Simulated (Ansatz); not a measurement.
The cell comes from COD entry 1010278, which wasn't checked; take it as a given geometry. It is an old determination, and later ones may differ. The listed cell was then made from it by scaling, straining or moving an atom.

La2O3: DFT, PBE, all-electron PAW with datasets made for the crystal, scalar-relativistic (Ansatz 0.2.0). What sets it apart from a plain run of this crystal: volume scaled by 1.02.

Command: `ansatz run input.yaml --threads 2 --pin off --max-ram 6144MiB --backend cpu --events-out ev --progress --plain --runs-dir out` The run took 18 s on 2 threads of Intel(R) Xeon(R) Platinum 8488C (Sapphire Rapids) (shared host), peak memory 0.95 GiB.

```yaml
crystal:
  lattice:
    - [3.9560273196, 0.0, 0.0]
    - [-1.9780136598, 3.4260201569, 0.0]
    - [0.0, 0.0, 6.1605309825]
  atoms:
    - { symbol: La, position: [0.3333333333, 0.6666666667, 0.25] }
    - { symbol: La, position: [0.6666666667, 0.3333333333, 0.75] }
    - { symbol: O, position: [0.25, 0.25, 0.0] }
    - { symbol: O, position: [0.75, 0.0, 0.0] }
    - { symbol: O, position: [0.0, 0.75, 0.0] }
kpoints:
  mp_grid: { grid: [6, 6, 4] }
scf:
  occupations: { method: fermi_dirac, width: 0.02 }
hamiltonian:
  xc: pbe
  pseudopotentials: { kind: all_electron, datasets: crystal }
output:
  forces: true
  stress: true
  eigenvalues: true
  efg: { contact_densities: true }
```

Output (standing set-up lines are left out):

```
hamiltonian.pseudopotentials.datasets: crystal makes datasets for this crystal and solves the spheres of its atoms anew in each pass: cutoff 500.0 eV, the density's 2000.0 eV; for an error of 0.50 meV an atom under PBE, 2.5 meV for the cell; an energy difference from a run of another recipe may be off by several times the error for the cell, under r2SCAN by more, where some 0.1 meV an atom stays at smaller errors; O in spheres of 0.852 Å, 6 of its electrons in bands; La in spheres of 1.296 Å, 11 of its electrons in bands, 10 on its site; only band paths and densities of states list, in semicore columns, the levels of the semicore shells that are solved separately: 4d of La
Pseudopotential: La, paw, valence charge 21, recommended cutoff 500 eV (normal), Koelling and Harmon's equation, gaussian nucleus
Pseudopotential: O, paw, valence charge 6, recommended cutoff 500 eV (normal), Koelling and Harmon's equation, gaussian nucleus
Crystal: 5 atoms, lattice volume = 83.496 Å³
Basis set: ecut = 500 eV, 2141 PW (Γ), exchange–correlation on 60×60×90 points (8 copies of the dense FFT grid, shifted against one another)
Space group: P321 (ITA 150), of the structure as read, at distance tolerance 4.4e-5 Å
PAW one-centre angular grid: O, 110 points (default); XC on its mesh's 1891 points in the sphere
iter 1 solved again at ethr=1.00e-1 eV; its pass at ethr=1.00e-1 eV (dr2=6.20e1 eV) is discarded
SCF iter   1: F=—  HF=-468365.622063 eV  |F-HF|=—  |Δ(HF+E_count)|=         —  Δρ=2.08e-1  dr2=6.20e1  ethr=1.00e-1  ⟨swp⟩=2.0  Hψ=3458  notcnv=0
preconditioner: auto → Resta (q_TF=auto, 2.413 Å⁻¹)  ε∞=4.0  [insulator: Δε(μ)=1.563 eV  Ē_g=14.093 eV  σ=0.020 eV  W_gap=1.00  n_scr=22 (ndim 8)  ℏωp=24.4 eV  f_vac=0.000  D(μ)=0.00/eV (n_scr^D=0)  ε∞_Penn≈4.0]
SCF iter   2: F=—  HF=-468365.029988 eV  |F-HF|=—  |Δ(HF+E_count)|=   5.92e-1  Δρ=2.56e-1  dr2=8.79e1  ethr=1.00e-1  ⟨swp⟩=5.3  Hψ=1831  notcnv=0  defer=12
iter 3 solved again at ethr=5.47e-3 eV; its pass at ethr=1.00e-1 eV (dr2=2.19e0 eV) is discarded
SCF iter   3: F=—  HF=-468356.875063 eV  |F-HF|=—  |Δ(HF+E_count)|=    8.15e0  Δρ=3.54e-2  dr2=9.78e-1  ethr=5.47e-3  ⟨swp⟩=7.0  Hψ=3433  notcnv=0  defer=8
eigensolver tolerance schedule: the retry pair's looser diagonalisation over-reported the residual by 1.23 of it (diagonalisation noise at 1.41 of the residual, at the tolerance the schedule requests for it); recorded, not acted on — ethr = c·dr2/N_el stays at c = 1.0e-1
SCF iter   4: F=—  HF=-468356.642115 eV  |F-HF|=—  |Δ(HF+E_count)|=   2.33e-1  Δρ=1.80e-2  dr2=2.66e-1  ethr=2.45e-3  ⟨swp⟩=4.8  Hψ=1408  notcnv=0  defer=9
SCF iter   5: F=—  HF=-468356.633249 eV  |F-HF|=—  |Δ(HF+E_count)|=   8.87e-3  Δρ=4.58e-3  dr2=1.47e-2  ethr=6.66e-4  ⟨swp⟩=5.2  Hψ=1670  notcnv=0  defer=21
SCF iter   6: F=—  HF=-468356.641905 eV  |F-HF|=—  |Δ(HF+E_count)|=   8.66e-3  Δρ=2.06e-3  dr2=1.09e-2  ethr=3.69e-5  ⟨swp⟩=6.5  Hψ=2294  notcnv=0  defer=21
SCF iter   7: F=—  HF=-468356.641413 eV  |F-HF|=—  |Δ(HF+E_count)|=   4.92e-4  Δρ=1.30e-3  dr2=5.37e-3  ethr=2.74e-5  ⟨swp⟩=3.2  Hψ=1235  notcnv=0  defer=13
SCF iter   8: F=—  HF=-468356.641217 eV  |F-HF|=—  |Δ(HF+E_count)|=   1.96e-4  Δρ=5.57e-4  dr2=8.31e-4  ethr=1.34e-5  ⟨swp⟩=4.0  Hψ=1516  notcnv=0  defer=13
SCF iter   9: F=—  HF=-468356.641240 eV  |F-HF|=—  |Δ(HF+E_count)|=   2.31e-5  Δρ=3.08e-4  dr2=1.01e-4  ethr=2.08e-6  ⟨swp⟩=4.3  Hψ=1400  notcnv=0  defer=15
SCF iter  10: F=—  HF=-468356.641251 eV  |F-HF|=—  |Δ(HF+E_count)|=   1.11e-5  Δρ=1.68e-4  dr2=2.20e-5  ethr=2.54e-7  ⟨swp⟩=4.7  Hψ=1818  notcnv=0  defer=6
SCF iter  11: F=—  HF=-468356.641112 eV  |F-HF|=—  |Δ(HF+E_count)|=   1.39e-4  Δρ=4.33e-5  dr2=3.13e-6  ethr=5.49e-8  ⟨swp⟩=2.7  Hψ=1120  notcnv=0  defer=5
SCF iter  12: F=—  HF=-468356.641112 eV  |F-HF|=—  |Δ(HF+E_count)|=   5.36e-8  Δρ=1.29e-5  dr2=2.27e-7  ethr=7.82e-9  ⟨swp⟩=4.1  Hψ=1412  notcnv=0  defer=4
SCF iter  13: F=-468356.641112 eV  HF=-468356.641112 eV  |F-HF|=9.08e-9  |Δ(HF+E_count)|=   7.08e-8  Δρ=4.64e-6  dr2=1.66e-8  ethr=5.67e-10  ⟨swp⟩=4.4  Hψ=1726  notcnv=0  defer=4
SCF 1 converged in 13 iterations: F = -468356.641116 eV  dr2 = 1.66e-8
  Residual-converged pass: ⟨swp⟩=6.1  Hψ=2285  notcnv=0  max |occ|·‖R‖ = 6.6e-6 eV (tolerance 6.7e-6 eV)  dr2=1.89e-8  dr2_onsite=8.95e-9  max |Δocc| = 6.3e-9
  greatest PAW one-centre occupation: 0.957 electrons in one spin orbital (limit 2), on the La atom at site 1 (counted from 0), in its partial waves of l = 0
SCF converged after 13 iterations
Free energy (F): -468356.641116 eV
Harris-Foulkes:  -468356.641116 eV  (|F-HF|=9.08e-9)
Internal energy: -468356.633864 eV  (E = F + TS)
E sigma→0 (E₀):  -468356.637490 eV
Entropy (-TS):   -0.007251 eV (-1.450 meV/atom)
Past the cutoff: the bands carry plane waves up to 1.75 times it, of which those up to 1.5 times it add -0.000133 eV an atom, each by itself; the spheres take 0.000147 eV an atom off the energy for waves past 1.75 times it
By the cutoff:   a pressure is off by up to 0.006 GPa (1.2 times the spheres' own share and the shells' term, over an atom's volume, and 0.004 GPa: a bound that held against runs at twice the plane waves)
Past the cutoffs: a stress includes 0.0019 GPa for waves and charges beyond them, in addition to the slope of what the spheres take
In the spheres:  the bands' charges fall short by 1.2e-6 e at most (sound up to 1e-3), those of shells solved beside the bands by 3.1e-9 e (sound up to 5e-4)
Fermi energy:    15.155766 eV
--- Per-component energies (eV) ---
  The terms above E_closure are by the made datasets' own strengths, without shells solved beside the bands.
--- Forces (eV/Å), atoms counted from 1 ---
  atom   1  La    -0.00000000     0.00000000     0.86338783
  atom   2  La    -0.00000000    -0.00000000    -0.86338783
  atom   3  O      3.76932061     6.52865480    -0.00000000
  atom   4  O     -7.53864121     0.00000000     0.00000000
  atom   5  O      3.76932061    -6.52865480     0.00000000
  max |Σ_I F_I| component: 2.50e-16 eV/Å
--- Stress (GPa, compression-positive) ---
       48.803894       0.000000       0.000000
        0.000000      48.803894       0.000000
        0.000000       0.000000      15.017820
  P = ⅓ Tr σ = 37.5419 GPa (375.419 kbar)
  It holds what live shells' own plane waves past their cutoff add
--- PAW observables at the nuclei: V_zz in 10²¹ V/m², potentials from the cell's mean, atoms counted from 1 ---
  atom   1  La V_zz =   -20.030207   η = 0.0000   by run symmetry: allowed
            electrostatic potential = -9878.559042 V   contact ρ = 2246674.543430 e/Å³
  atom   2  La V_zz =   -20.030207   η = 0.0000   by run symmetry: allowed
            electrostatic potential = -9878.559042 V   contact ρ = 2246674.543430 e/Å³
  atom   3  O  V_zz =    +7.985763   η = 0.8949   by run symmetry: allowed
            electrostatic potential = -628.443496 V   contact ρ = 2164.612211 e/Å³
  atom   4  O  V_zz =    +7.985763   η = 0.8949   by run symmetry: allowed
            electrostatic potential = -628.443496 V   contact ρ = 2164.612208 e/Å³
  atom   5  O  V_zz =    +7.985763   η = 0.8949   by run symmetry: allowed
            electrostatic potential = -628.443496 V   contact ρ = 2164.612211 e/Å³
--- Band table (eV; the first three rows and the last of 24) ---
  k-point 0: bands = ["-17.2968", "-16.9418", "-8.1857", "-3.7365", "-3.7365", "-0.9675", "-0.9675", "-0.8694", "-0.5043", "0.6301", "0.6301", "7.7033", "8.2932", "8.2932", "8.3824", "10.9012", "10.9012", "12.9873", "13.7838", "15.9416", "16.0160", "16.0160"]
  k-point 1: bands = ["-17.2646", "-16.9783", "-8.1573", "-3.7402", "-3.7301", "-1.2310", "-1.0005", "-0.9242", "-0.1707", "0.5707", "0.6622", "7.8470", "8.2881", "8.3223", "8.3534", "10.8797", "10.9802", "12.6730", "14.2606", "15.2052", "16.0245", "16.0313"]
  k-point 2: bands = ["-17.2211", "-17.0262", "-8.1285", "-3.7340", "-3.7340", "-1.4426", "-0.9590", "-0.9590", "0.0124", "0.6046", "0.6046", "8.0713", "8.2442", "8.3172", "8.3172", "10.9584", "10.9584", "12.5330", "14.4347", "14.8040", "16.0424", "16.0424"]
  k-point 23: bands = ["-16.9906", "-16.9906", "-7.9607", "-4.8723", "-4.8723", "-1.5033", "-1.0438", "-1.0438", "-0.2695", "1.1557", "1.1557", "7.5696", "8.8015", "8.9404", "8.9404", "11.7912", "11.7912", "13.6805", "14.3005", "14.3005", "15.2784", "16.2442"]
```
